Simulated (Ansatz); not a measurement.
## A C vacancy in 4H-SiC, 95 atoms, charge +2 (k site)

All numbers come from Ansatz (PAW, plane waves, no spin–orbit coupling) at the single k point (¼, ¼, ¼) without its symmetry partners. The atoms were relaxed with PBEsol in a fixed cell; other functionals are single points on those atoms unless said otherwise. The valence top and gap of the host come from its small cell on a dense mesh, with the band extrema sought between the mesh points, lined up by the mean potential, PBEsol gap 2.12 eV, r²SCAN gap 2.60 eV. The charge correction uses an assumed dielectric constant of 9.7.

Cell: a = 9.234 Å, b = 10.663 Å, c = 10.076 Å, α = 90.00°, β = 90.00°, γ = 90.00°.

Nearest atoms after relaxation, from the placed atom (for vacancies from the middle of the vacant sites): Si at 1.99 Å, Si at 1.99 Å, Si at 1.99 Å, Si at 2.05 Å, C at 3.06 Å, C at 3.06 Å, C at 3.06 Å, C at 3.06 Å.

Chemical potentials μ are those of reference phases of the elements at zero temperature by the same functional (the usual solids, diamond for C, grey Sn, and the molecules H2, N2, O2, F2, Cl2, Br2 and S8).

```
functional  E(defect) − E(host) − Σ nμ + q·E_VBM (eV)  monopole (eV)  alignment (eV)  formation energy at E_F = VBM (eV)  moment (μB)              wall time, shared host
    PBEsol                                       1.66           0.84           -0.32                                2.18          0.0  7.6 s on NVIDIA GB300 (relaxation)
```

**Question.** Estimate the formation energy and moment that r²SCAN gives on these atoms.

**Answer.** 2.44 eV at E_F = VBM (1.91 eV before the monopole term 0.84 eV and the alignment -0.31 eV), moment 0.0 μB.

r²SCAN one-electron levels near the gap (the ten most localised at most), from the host's valence top, not corrected for the charge's images:

```
level (eV)  spin  filling  atoms sharing it  element of the atom with most weight
     -0.16    up     1.00              61.3                                spread
     -0.16  down     1.00              61.3                                spread
      2.13    up     0.00              13.0                                    Si
      2.13  down     0.00              13.0                                    Si
      2.24    up     0.00              10.8                                    Si
      2.24  down     0.00              10.8                                    Si
      2.32    up     0.00              12.7                                    Si
      2.32  down     0.00              12.7                                    Si
```

All elements are taken at their own reference at once; growth conditions in equilibrium with the host shift these energies, by up to the host's formation enthalpy.

One k point and a cell of this size can leave errors of several tenths of an eV in such numbers.
